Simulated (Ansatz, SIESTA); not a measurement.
Given: the input of a run of SIESTA 5.4.2 on Ge. Atoms were shifted at random by some hundredths of an Å from the given cell, which wasn't relaxed again for these runs. This isn't the form of Ge at room conditions, which is diamond.

File Ge.fdf:

```
SystemName                      Ge
SystemLabel                     Ge
NumberOfSpecies                 1
NumberOfAtoms                   2
%block ChemicalSpeciesLabel
  1  32 Ge
%endblock ChemicalSpeciesLabel

LatticeConstant                 1.0 Ang
%block LatticeVectors
    -2.4958980000     2.6508630000     1.4369470000
     2.4958980000    -2.6508630000     1.4369470000
     2.4958980000     2.6508630000    -1.4369470000
%endblock LatticeVectors
AtomicCoordinatesFormat         Fractional
%block AtomicCoordinatesAndAtomicSpecies
     0.2983960000     0.0372420000     0.2393350000  1  Ge
     0.6945250000     0.9475460000     0.7538390000  1  Ge
%endblock AtomicCoordinatesAndAtomicSpecies

%block kgrid.MonkhorstPack
   11   0   0  0.0
    0  11   0  0.0
    0   0  11  0.0
%endblock kgrid.MonkhorstPack
XC.Functional                   GGA
XC.Authors                      PBEsol
PAO.BasisSize                   DZP
PAO.EnergyShift                 0.003 Ry
Mesh.Cutoff                     800 Ry
OccupationFunction              FD
ElectronicTemperature           0.05 eV
MaxSCFIterations                120
SCF.MustConverge                false
SCF.Mixer.Method                Pulay
SCF.Mixer.Weight                0.25
SCF.Mixer.History               8
SCF.DM.Tolerance                5.0e-05
SCF.H.Tolerance                 1.0e-03 eV
WriteForces                     true
Charge.Mulliken                 end
%block PAO.Basis
  Ge 4
  n=4 0 2
    5.960 0.000
  n=4 1 2
    8.130 0.000
  n=3 2 2
    3.189 0.000
  n=4 2 1
    8.130
%endblock PAO.Basis
```

Potentials or basis: PseudoDojo 0.4 standard (PBEsol files), converted to PSML, two zetas on semicore shells, DZP (energy shift 0.003 Ry; two zetas on semicore shells).

Launch:

```sh
$ siesta < Ge.fdf > Ge.out 2>&1
```

Problem. Set up the same calculation for Ansatz 0.2.0. Potentials or basis there: all-electron LAPW, scalar-relativistic.

Solution. As run (cutoffs and basis follow the program's own potentials, and thresholds, step limits or extra output files can differ):

input.yaml

```yaml
crystal:
  lattice:
    - [-2.495898, 2.650863, 1.436947]
    - [2.495898, -2.650863, 1.436947]
    - [2.495898, 2.650863, -1.436947]
  atoms:
    - { symbol: Ge, position: [0.298396, 0.037242, 0.239335] }
    - { symbol: Ge, position: [0.694525, 0.947546, 0.753839] }
kpoints:
  mp_grid: { grid: [11, 11, 11] }
scf:
  occupations: { method: fermi_dirac, width: 0.05 }
hamiltonian:
  xc: pbesol
  pseudopotentials: { kind: all_electron, lapw: { basis_error: 0.001 } }
output:
  forces: true
  stress: true
  eigenvalues: true
  populations: true
```

Potentials or basis: all-electron LAPW, scalar-relativistic.

Command:

```bash
$ ansatz run input.yaml --threads 1 --pin off --max-ram 3072MiB --backend cpu --events-out ev --progress --plain --runs-dir out
```

Both were run:

|  | SIESTA | Ansatz |
| --- | --- | --- |
| Pressure | -0.7 GPa | -2.3 GPa |
| Largest force | 0.205 eV/Å | 0.154 eV/Å |

Where Ansatz's input types no cutoff or centring, it takes its own default and a Γ-centred mesh.

Pressure is positive in compression.
